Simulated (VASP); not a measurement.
# Si (Fd-3m) in VASP: a series of runs

The runs below take Si through single point, relaxation of cell and atoms, with LDA.

Everything below comes from runs of VASP 6.6.1. Logs are shortened: lines on timing, memory, paths and dates and some standing lists are left out, and cuts for length are marked.

**1. The structure**

Symmetry: Fd-3m, No. 227, cubic system. Conventional cell: a = 5.402 Å, b = 5.402 Å, c = 5.402 Å, α = 90.00°, β = 90.00°, γ = 90.00°. Si (site symmetry -43m) has 4 Si at 2.34 Å as nearest neighbours.

**2. Single point, LDA**

File INCAR:

```
SYSTEM = Si
ALGO = Normal ; EDIFF = 1E-6
ENCUT = 520 ; GGA = CA
ISIF = 2 ; ISMEAR = 0
LASPH = .TRUE. ; LCHARG = .FALSE.
LREAL = .FALSE. ; LWAVE = .FALSE.
NBANDS = 11 ; NELM = 60
PREC = Accurate ; SIGMA = 0.02
```

File KPOINTS:

```
k-points
0
G
  10 10 10
  0 0 0
```

File POSCAR:

```
Si
1.0
    0.0000000000      2.7009735863      2.7009735863
    2.7009735863      0.0000000000      2.7009735863
    2.7009735863      2.7009735863      0.0000000000
Si
2
Direct
    0.5000000000      0.5000000000      0.5000000000
    0.7500000000      0.7500000000      0.7500000000
```

Potentials or basis: VASP PAW LDA potentials, release 64 (Si).

On the command line:

```sh
$ cat potpaw_LDA.64/Si/POTCAR > POTCAR
$ mpirun -np 1 vasp_std > vasp.out
```

OUTCAR:

```text
SYSTEM = Si
   EDIFF = 1E-6
   ENCUT = 520
   GGA = CA
   ISIF = 2
   ISMEAR = 0
   LASPH = .TRUE.
   LREAL = .FALSE.
   NELM = 60
   PREC = Accurate

 ion  position               nearest neighbor table
   1  0.500  0.500  0.500-   2 2.34   2 2.34   2 2.34   2 2.34
   2  0.750  0.750  0.750-   1 2.34   1 2.34   1 2.34   1 2.34

  LATTYP: Found a face centered cubic cell.
 ALAT       =     5.4019471726

  Lattice vectors:

 A1 = (   0.0000000000,   2.7009735863,   2.7009735863)
 A2 = (   2.7009735863,   0.0000000000,   2.7009735863)
 A3 = (   2.7009735863,   2.7009735863,   0.0000000000)

Analysis of symmetry for initial positions (statically):
=====================================================================
 Subroutine PRICEL returns:
 Original cell was already a primitive cell.

 Routine SETGRP: Setting up the symmetry group for a
 face centered cubic supercell.

 Subroutine GETGRP returns: Found 48 space group operations
 (whereof 24 operations were pure point group operations)
 out of a pool of 48 trial point group operations.

The static configuration has the point symmetry T_d .
 The point group associated with its full space group is O_h .

Analysis of symmetry for dynamics (positions and initial velocities):
=====================================================================
 Subroutine PRICEL returns:
 Original cell was already a primitive cell.

 Routine SETGRP: Setting up the symmetry group for a
 face centered cubic supercell.

 Subroutine GETGRP returns: Found 48 space group operations
 (whereof 24 operations were pure point group operations)
 out of a pool of 48 trial point group operations.

The dynamic configuration has the point symmetry T_d .
 The point group associated with its full space group is O_h .

 Subroutine INISYM returns: Found 48 space group operations
 (whereof 24 operations are pure point group operations),
 and found     1 'primitive' translations

----------------------------------------------------------------------------------------

                                     Primitive cell

  volume of cell :      39.4086

  direct lattice vectors                    reciprocal lattice vectors
     0.000000000  2.700973586  2.700973586    -0.185118434  0.185118434  0.185118434
     2.700973586  0.000000000  2.700973586     0.185118434 -0.185118434  0.185118434
     2.700973586  2.700973586  0.000000000     0.185118434  0.185118434 -0.185118434

  length of vectors
     3.819753477  3.819753477  3.819753477     0.320634533  0.320634533  0.320634533

  position of ions in fractional coordinates (direct lattice)
     0.500000000  0.500000000  0.500000000
     0.750000000  0.750000000  0.750000000

  ion indices of the primitive-cell ions
   primitive index   ion index
                 1           1
                 2           2

----------------------------------------------------------------------------------------

 KPOINTS: k-points

Automatic generation of k-mesh.
 Grid dimensions read from file:
 generate k-points for:   10   10   10

 Generating k-lattice:

  Cartesian coordinates                     Fractional coordinates (reciprocal lattice)
    -0.018511843  0.018511843  0.018511843     0.100000000  0.000000000  0.000000000
     0.018511843 -0.018511843  0.018511843     0.000000000  0.100000000  0.000000000
     0.018511843  0.018511843 -0.018511843     0.000000000  0.000000000  0.100000000

  Length of vectors
     0.032063453  0.032063453  0.032063453

  Shift w.r.t. Gamma in fractional coordinates (k-lattice)
     0.000000000  0.000000000  0.000000000

 Subroutine IBZKPT returns following result:
 ===========================================

 Found     47 irreducible k-points:

 Following reciprocal coordinates:
            Coordinates               Weight
  0.000000  0.000000  0.000000      1.000000
  0.100000  0.000000  0.000000      8.000000
  0.200000  0.000000  0.000000      8.000000
  0.300000  0.000000  0.000000      8.000000
  0.400000  0.000000  0.000000      8.000000
  0.500000  0.000000  0.000000      4.000000
[... 16 lines left out ...]
  0.300000  0.300000  0.000000      6.000000
  0.400000  0.300000  0.000000     24.000000
 [... further k-points ...]
   k-points           NKPTS =     47   k-points in BZ     NKDIM =     47   number of bands    NBANDS=     11
   number of dos      NEDOS =    301   number of ions     NIONS =      2
   total plane-waves  NPLWV =  21952
   dimension x,y,z NGX =    28 NGY =   28 NGZ =   28
   dimension x,y,z NGXF=    56 NGYF=   56 NGZF=   56
   ions per type =               2
   NGX,Y,Z   is equivalent  to a cutoff of  12.19, 12.19, 12.19 a.u.
   NGXF,Y,Z  is equivalent  to a cutoff of  24.37, 24.37, 24.37 a.u.
 SYSTEM =  Si
   PREC   = accura    normal or accurate (medium, high low for compatibility)
   ISTART =      0    job   : 0-new  1-cont  2-samecut
   ICHARG =      2    charge: 1-file 2-atom 10-const
   ISPIN  =      1    spin polarized calculation?
   LNONCOLLINEAR =      F non collinear calculations
   LSORBIT =      F    spin-orbit coupling
   LASPH  =      T    aspherical Exc in radial PAW
   ENCUT  =  520.0 eV  38.22 Ry    6.18 a.u.   7.10  7.10  7.10*2*pi/ulx,y,z
   NELM   =     60;   NELMIN=  2; NELMDL= -5     # of ELM steps
   EDIFF  = 0.1E-05   stopping-criterion for ELM
   LREAL  =      F    real-space projection
   EDIFFG = 0.1E-04   stopping-criterion for IOM
   NSW    =      0    number of steps for IOM
   IBRION =     -1    ionic relax: 0-MD 1-quasi-New 2-CG
   NFREE  =      0    steps in history (QN), initial steepest desc. (CG)
   ISIF   =      2    stress and relaxation
   ISYM   =      2    0-nonsym 1-usesym 2-fastsym
   POTIM  = 0.5000    time-step for ionic-motion
   TEBEG  =    0.0;   TEEND  =   0.0 temperature during run
   PSTRESS=    0.0 pullay stress
   NELECT =       8.0000    total number of electrons
   NUPDOWN=      -1.0000    fix difference up-down
   EMIN   =  10.00;   EMAX   =-10.00  energy-range for DOS
   EFERMI =   0.00;   METHOD = LEGACY
   ISMEAR =     0;   SIGMA  =   0.02  broadening in eV -4-tet -1-fermi 0-gaus
   EFERMI_NEDOS =   21; number of points for ismear=-14 and -15
   IALGO  =     38    algorithm
   IMIX   =      4    mixing-type and parameters
     AMIX     =   0.40;   BMIX     =  1.00
     AMIX_MAG =   1.60;   BMIX_MAG =  1.00
  volume/ion in A,a.u.               =      19.70       132.97
  Fermi-wavevector in a.u.,A,eV,Ry     =   0.962146  1.818193 12.595263  0.925726
  Thomas-Fermi vector in A             =   2.091580
   LORBIT       =      0    0 simple, 1 ext, 2 COOP (PROOUT), +10 PAW based schemes
   GGA     = CA    functional components
   LHFCALC =     F    Hartree Fock is set to
   AEXX    =    0.0000 exact exchange contribution
   IVDW    =     0    specifies the selected vdW correction
   LEPSILON=     F    determine dielectric tensor
   LRPA    =     F    only Hartree local field effects (RPA)
 non-spin polarized calculation
 Gauss-broadening in eV      SIGMA  =   0.02
  energy-cutoff  :      520.00
  volume of cell :       39.41
 maximum number of plane-waves:      1073
   NGX = 15   NGY = 15   NGZ = 15

 number of electron       8.0000001 magnetization

 Free energy of the ion-electron system (eV)
  ---------------------------------------------------
  ext. energy  EPLUGINS =         0.00000000
  ---------------------------------------------------
  free energy    TOTEN  =       -11.91908179 eV

  energy without entropy =      -11.91908179  energy(sigma->0) =      -11.91908179

 E-fermi :   6.0154     XC(G=0):  -9.6656

 val. band max:        5.9334638944   @ k =   0.0000   0.0000   0.0000
 cond. band min:       6.3860314238   @ k =   0.4000   0.4000   0.0000
 fundamental gap:      0.4525675293
 Fermi energy:         6.0154330605

 k-point     1 :       0.0000    0.0000    0.0000
  band No.  band energies     occupation
      1      -6.1331      2.00000
      2       5.9335      2.00000
      3       5.9335      2.00000
      4       5.9335      2.00000
      5       8.4643      0.00000
      6       8.4643      0.00000
      7       8.4643      0.00000
      8       9.3257      0.00000
      9      13.6694      0.00000
     10      13.6694      0.00000
     11      13.6789      0.00000

 k-point     2 :       0.1000    0.0000    0.0000
  band No.  band energies     occupation
      1      -6.0004      2.00000
      2       4.7746      2.00000
      3       5.7312      2.00000
      4       5.7312      2.00000
      5       8.4758      0.00000
      6       8.7612      0.00000
      7       8.7612      0.00000
      8      10.2387      0.00000
      9      13.2906      0.00000
     10      13.2906      0.00000
     11      14.2360      0.00000

 k-point     3 :       0.2000    0.0000    0.0000
  band No.  band energies     occupation
      1      -5.6082      2.00000
      2       2.8909      2.00000
      3       5.3458      2.00000
      4       5.3458      2.00000
      5       8.1128      0.00000
      6       9.2714      0.00000
      7       9.2714      0.00000
      8      11.9806      0.00000
      9      12.9574      0.00000
     10      12.9574      0.00000
     11      14.9142      0.00000

 k-point     4 :       0.3000    0.0000    0.0000
  band No.  band energies     occupation
      1      -4.9828      2.00000
      2       1.0825      2.00000
      3       5.0089      2.00000
      4       5.0089      2.00000
      5       7.7449      0.00000
      6       9.4298      0.00000
      7       9.4298      0.00000
      8      13.4967      0.00000
      9      13.5078      0.00000
     10      13.5078      0.00000
     11      14.7145      0.00000

 k-point     5 :       0.4000    0.0000    0.0000
  band No.  band energies     occupation
      1      -4.2201      2.00000
      2      -0.4169      2.00000
      3       4.7962      2.00000
      4       4.7962      2.00000
      5       7.5028      0.00000
      6       9.2992      0.00000
      7       9.2992      0.00000
      8      13.5955      0.00000
      9      14.9143      0.00000
     10      14.9143      0.00000
     11      15.9743      0.00000
[... 211 lines left out ...]
 k-point    21 :      -0.3000    0.2000    0.0000
  band No.  band energies     occupation
      1      -4.0328      2.00000
      2       0.1712      2.00000
      3       2.4067      2.00000
      4       4.6015      2.00000
      5       8.3194      0.00000
      6      10.4375      0.00000
      7      10.4925      0.00000
      8      12.6069      0.00000
      9      12.7164      0.00000
     10      15.4478      0.00000
     11      17.7867      0.00000

 k-point    22 :      -0.2000    0.2000    0.0000
  band No.  band energies     occupation
      1      -4.7640      2.00000
      2       1.4302      2.00000
      3       2.8614      2.00000
      4       5.0806      2.00000
      5       8.7846      0.00000
      6       9.9043      0.00000
      7      10.1914      0.00000
      8      11.6249      0.00000
      9      11.9973      0.00000
     10      16.5586      0.00000
     11      16.7485      0.00000

 k-point    23 :       0.3000    0.3000    0.0000
  band No.  band energies     occupation
      1      -4.5622      2.00000
      2       1.5068      2.00000
      3       3.6682      2.00000
      4       3.6682      2.00000
      5       6.6828      0.00000
      6       8.2300      0.00000
      7      12.5834      0.00000
      8      12.5834      0.00000
      9      15.0834      0.00000
     10      15.4237      0.00000
     11      18.2752      0.00000

 k-point    24 :       0.4000    0.3000    0.0000
  band No.  band energies     occupation
      1      -3.9401      2.00000
      2       0.4912      2.00000
      3       3.0192      2.00000
      4       3.4615      2.00000
      5       6.8710      0.00000
      6       8.0653      0.00000
      7      12.8833      0.00000
      8      12.9985      0.00000
      9      16.4392      0.00000
     10      16.7243      0.00000
     11      18.0319      0.00000

 [... further k-points ...]

------------------------ aborting loop because EDIFF is reached ----------------------------------------

  FORCE on cell =-STRESS in cart. coord.  units (eV):
  Direction    XX          YY          ZZ          XY          YZ          ZX
  --------------------------------------------------------------------------------------
  -------------------------------------------------------------------------------------
  Total        0.0117174      0.0117174      0.0117174     -0.0000000      0.0000000      0.0000000
  in kB        0.4763759      0.4763759      0.4763759     -0.0000000      0.0000000      0.0000000
  external PRESSURE =       0.4763759 kB  Pullay stress =       0.0000000 kB

 VOLUME and BASIS-vectors are now :
 -----------------------------------------------------------------------------
  energy-cutoff  :      520.00
  volume of cell :       39.41
      direct lattice vectors                 reciprocal lattice vectors
     0.000000000  2.700973586  2.700973586    -0.185118434  0.185118434  0.185118434
     2.700973586  0.000000000  2.700973586     0.185118434 -0.185118434  0.185118434
     2.700973586  2.700973586  0.000000000     0.185118434  0.185118434 -0.185118434

 POSITION                                       TOTAL-FORCE (eV/Angst)
 -----------------------------------------------------------------------------------
      2.70097      2.70097      2.70097        -0.000000     -0.000000     -0.000000
      4.05146      4.05146      4.05146         0.000000      0.000000      0.000000
 -----------------------------------------------------------------------------------
    total drift:                                0.000000      0.000000     -0.000000

  FREE ENERGIE OF THE ION-ELECTRON SYSTEM (eV)
  ---------------------------------------------------
  free  energy   TOTEN  =       -11.9190817886 eV

  energy  without entropy=      -11.9190817886  energy(sigma->0) =      -11.91908179
```

It took 10 s on 1 thread of Intel Xeon Platinum 8375C at 2.90GHz (Ice Lake), shared host; peak memory 0.13 GiB.

What came out:

- Free energy: -11.9191 eV
- Pressure: 0.0 GPa
- Band gap on the k mesh: 0.45 eV, indirect (least direct gap 2.53 eV)

Levels at points of the mesh, in eV from the valence-band top:
```csv
k point,band 1,band 2,band 3,band 4,band 5,band 6,band 7,band 8,band 9
"(0.00, 0.00, 0.00)",-12.07,0.00,0.00,0.00,2.53,2.53,2.53,3.39,7.74
"(0.50, 0.00, 0.00)",-9.69,-7.07,-1.21,-1.21,1.49,3.29,3.29,7.54,10.56
"(0.50, 0.50, 0.00)",-7.87,-7.87,-2.89,-2.89,0.57,0.57,10.11,10.11,10.97
```

[end of part 1 of 2]
